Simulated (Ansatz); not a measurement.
## InPd: band structure with PBEsol

InPd:

```
CELL_PARAMETERS angstrom
3.27188 0.00000 0.00000
0.00000 3.27188 0.00000
0.00000 0.00000 3.27188
ATOMIC_POSITIONS crystal
In 0.00000 0.00000 0.00000
Pd 0.50000 0.50000 0.50000
```

The cell comes from a database or a generator and needn't be the stable form of this composition.

| Item | Value |
| --- | --- |
| Program | Ansatz 0.2.0 |
| Task | band structure |
| Functional | PBEsol |
| Potentials or basis | Ansatz PAW |
| Cutoff | 420 eV (not typed: the program's choice for these potentials) |
| k mesh | 8 × 8 × 8 |
| Occupations | fermi-dirac, width 0.05 eV |
| Spin | spin-orbit coupling, no magnetisation |
| Path | [["G", "X", "M", "G", "R", "X"], ["M", "R"]] |
| Points for each segment of the path | 14 |

```
Pressure               : -3.1 GPa
Band gap on the k mesh : none (metal or under the smearing width)
```

Levels at the corners of the path, in eV from the Fermi level:
```csv
point,band 28,band 29,band 30,band 31,band 32,band 33
Γ,-2.25,-1.97,-1.97,3.76,3.76,4.51
X,-3.06,-2.22,-2.22,-1.00,-1.00,9.28
M,-2.32,-2.23,-2.23,-1.58,-1.58,1.56
Γ,-2.25,-1.97,-1.97,3.76,3.76,4.51
R,-1.55,-0.03,-0.03,3.61,3.61,3.97
X,-3.06,-2.22,-2.22,-1.00,-1.00,9.28
M,-2.32,-2.23,-2.23,-1.58,-1.58,1.56
R,-1.55,-0.03,-0.03,3.61,3.61,3.97
```

It took 16 s on 2 threads of Arm Neoverse V1, on a shared host, peak memory 0.47 GiB.

Caveat: the PAW data sets come from PBE, with cores solved anew for the run's functional, which leaves a small shift of forces and pressure.
